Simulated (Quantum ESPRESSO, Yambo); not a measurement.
## AlAs (F-43m): G0W0 in Yambo against the bands

Wanted: the cheapest bands that holds the gap of AlAs (F-43m).

Method: PBE and many-body steps on it, plane waves, in Yambo 5.3.0.

Report form: the programs' logs are mostly left out.

### 1. Starting point

Symmetry: F-43m, No. 216, cubic system. The conventional cell has a = 5.661 Å, b = 5.661 Å, c = 5.661 Å, α = 90.00°, β = 90.00°, γ = 90.00°. Al has 4 As at 2.45 Å nearest. As has 4 Al at 2.45 Å nearest. Farther neighbours are not listed.

As a file:

```xyz
2
Lattice="0.0000 2.8304 2.8304 2.8304 0.0000 2.8304 2.8304 2.8304 0.0000" Properties=species:S:1:pos:R:3 pbc="T T T"
Al    0.0000    0.0000    0.0000
As    1.4152    1.4152    1.4152
```

The cell and positions come from the Crystallography Open Database and are kept as given unless a step says otherwise.

### 2. 44 bands

This step: Yambo 5.3.0; G0W0 on PBE, plane waves, norm-conserving pseudopotentials.

Now the one-shot GW correction: screening in the RPA, then the self-energy of the levels asked for.

The input, gw1.in:

```
HF_and_locXC
gw0
dyson
ppa
em1d
rim_cut
RandQpts= 1000000
RandGvec= 1 RL
EXXRLvcs= 100 Ry
VXCRLvcs= 400 Ry
Chimod= "HARTREE"
% BndsRnXp
 1 | 44 |
%
NGsBlkXp= 15.5 Ry
% LongDrXp
 1 | 1 | 1 |
%
% GbndRnge
 1 | 44 |
%
DysSolver= "n"
ExtendOut
PPAPntXp= 27.21138 eV
% QPkrange
 1 | 1 | 12 | 15 |
 7 | 7 | 12 | 15 |
%
```

Command:

```bash
> OMP_NUM_THREADS=1 mpirun -n 4 yambo -F gw1.in -J gw1 -C gw1 > gw1.log
```

Elapsed: 90 s, on 4 MPI ranks of Arm Neoverse N1, shared host; peak memory 1.8 GiB; 6 min of CPU time.

This step gave:

* G0W0 gap on the points computed: 1.777 eV
* starting gap on the mesh: 1.438 eV
* k of the valence top: 0, 0, 0
* k of the conduction bottom: 0, -0.5, -0.5
* least direct G0W0 gap on the computed points: 2.769 eV
* Z at the valence top: 0.7899
* Z at the conduction bottom: 0.8050

The gap on the mesh goes from 1.44 eV to 1.78 eV, a correction of +0.34 eV.

### 3. 79 bands

gw2.in, as its differences from gw1.in of step 2:

```diff
@@ -12,3 +12,3 @@
 % BndsRnXp
- 1 | 44 |
+ 1 | 79 |
 %
@@ -19,3 +19,3 @@
 % GbndRnge
- 1 | 44 |
+ 1 | 79 |
 %
```

Command:

```bash
> OMP_NUM_THREADS=1 mpirun -n 4 yambo -F gw2.in -J gw2 -C gw2 > gw2.log
```

Elapsed: 2.7 min, on 4 MPI ranks; peak memory 1.8 GiB.

This step gave:

* G0W0 gap on the points computed: 1.892 eV
* starting gap on the mesh: 1.438 eV
* k of the valence top: 0, 0, 0
* k of the conduction bottom: 0, -0.5, -0.5
* least direct G0W0 gap on the computed points: 2.805 eV
* Z at the valence top: 0.7878
* Z at the conduction bottom: 0.8042

Against the run before, the gap moves by +0.116 eV.

### 4. 148 bands

gw3.in, as its differences from gw2.in of step 3:

```diff
@@ -12,3 +12,3 @@
 % BndsRnXp
- 1 | 79 |
+ 1 | 148 |
 %
@@ -19,3 +19,3 @@
 % GbndRnge
- 1 | 79 |
+ 1 | 148 |
 %
```

Command:

```bash
> OMP_NUM_THREADS=1 mpirun -n 4 yambo -F gw3.in -J gw3 -C gw3 > gw3.log
```

The job ended after 5.1 min (4 MPI ranks; peak memory 1.8 GiB; 20 min of CPU time).

This step gave:

| Quantity | Value |
| --- | --- |
| G0W0 gap on the points computed | 1.994 eV |
| starting gap on the mesh | 1.438 eV |
| k of the valence top | 0, 0, 0 |
| k of the conduction bottom | 0, -0.5, -0.5 |
| least direct G0W0 gap on the computed points | 2.832 eV |

Against the run before, the gap moves by +0.101 eV.

### 5. 261 bands

gw4.in, as its differences from gw3.in of step 4:

```diff
@@ -12,3 +12,3 @@
 % BndsRnXp
- 1 | 148 |
+ 1 | 261 |
 %
@@ -19,3 +19,3 @@
 % GbndRnge
- 1 | 148 |
+ 1 | 261 |
 %
```

Command:

```bash
> OMP_NUM_THREADS=1 mpirun -n 4 yambo -F gw4.in -J gw4 -C gw4 > gw4.log
```

It took 9 min on 4 MPI ranks; peak memory 2.1 GiB.

This step gave:

```yaml
g0w0_gap_on_the_points_computed: 2.061 eV
starting_gap_on_the_mesh: 1.438 eV
k_of_the_valence_top: 0, 0, 0
k_of_the_conduction_bottom: 0, -0.5, -0.5
least_direct_g0w0_gap_on_the_computed_points: 2.850 eV
```

Against the run before, the gap moves by +0.067 eV.

### 6. 395 bands

gw5.in, as its differences from gw4.in of step 5:

```diff
@@ -12,3 +12,3 @@
 % BndsRnXp
- 1 | 261 |
+ 1 | 395 |
 %
@@ -19,3 +19,3 @@
 % GbndRnge
- 1 | 261 |
+ 1 | 395 |
 %
```

Command:

```bash
> OMP_NUM_THREADS=1 mpirun -n 4 yambo -F gw5.in -J gw5 -C gw5 > gw5.log
```

It took 14 min on 4 MPI ranks; peak memory 2.7 GiB; 55 min of CPU time.

This step gave:

- G0W0 gap on the points computed: 2.092 eV
- starting gap on the mesh: 1.438 eV
- k of the valence top: 0, 0, 0
- k of the conduction bottom: 0, -0.5, -0.5
- least direct G0W0 gap on the computed points: 2.855 eV

Against the run before, the gap moves by +0.032 eV.

### 7. 548 bands

gw6.in, as its differences from gw5.in of step 6:

```diff
@@ -12,3 +12,3 @@
 % BndsRnXp
- 1 | 395 |
+ 1 | 548 |
 %
@@ -19,3 +19,3 @@
 % GbndRnge
- 1 | 395 |
+ 1 | 548 |
 %
```

Command:

```bash
> OMP_NUM_THREADS=1 mpirun -n 4 yambo -F gw6.in -J gw6 -C gw6 > gw6.log
```

Elapsed: 19 min, on 4 MPI ranks; peak memory 3.3 GiB.

This step gave:

```
G0W0 gap on the points computed              : 2.108 eV
starting gap on the mesh                     : 1.438 eV
k of the valence top                         : 0, 0, 0
k of the conduction bottom                   : 0, -0.5, -0.5
least direct G0W0 gap on the computed points : 2.856 eV
```

Against the run before, the gap moves by +0.016 eV.

### 8. The runs together

Times are wall times on 4 MPI ranks of Arm Neoverse N1, shared host, good to a factor of about two.

```
      run   mesh  bands  screening cutoff (eV)  DFT gap (eV)  gap on the mesh (eV)  direct (eV)     time
 44 bands  4×4×4     44                  210.9         1.438                 1.777        2.769     90 s
 79 bands  4×4×4     79                  210.9         1.438                 1.892        2.805  2.7 min
148 bands  4×4×4    148                  210.9         1.438                 1.994        2.832  5.1 min
261 bands  4×4×4    261                  210.9         1.438                 2.061        2.850    9 min
395 bands  4×4×4    395                  210.9         1.438                 2.092        2.855   14 min
548 bands  4×4×4    548                  210.9         1.438                 2.108        2.856   19 min
```

### 9. Results

```yaml
44_bands: 1.777 eV
79_bands: 1.892 eV
148_bands: 1.994 eV
261_bands: 2.061 eV
395_bands: 2.092 eV
548_bands: 2.108 eV
known_limits: not at the basis limit; no spin-orbit coupling; coarse k mesh
```

**Reading.** The setting moved: bands. From 44 bands to 548 bands the gap moves by +0.33 eV, for 13 times the time. The last step still moves it by +0.016 eV. Bands and screening cutoff are coupled, so a series along one setting does not show full convergence. Bands and cutoff are finite, so the gap is not at the basis limit. The miss can reach some tenths of an eV and take either sign; the mesh is an error of its own. In the G0W0 runs levels were corrected at 2 k points alone, so a gap called «on the mesh» is the least over those, and an edge elsewhere would be missed. The 4×4×4 mesh is coarse for this cell, which bears on the long-range parts of exchange and screening. The many-body steps are scalar-relativistic: spin-orbit coupling is not in them.

[Paths, hosts, dates, memory and timing lines, banners, echoed tables and standing remarks are left out of the program output.]

[Logs are printed without paths, hosts, clocks, repeated set-up lines and the standing remarks that a program may print on its own settings, such as how far it seeks lower states.]

[Runs of the session that timed out or met a known fault of the program may be left out.]

[Hosts, paths, dates, database ids (printed as entryN), source tags and the programs' standing remarks are cut or masked in the printed files.]
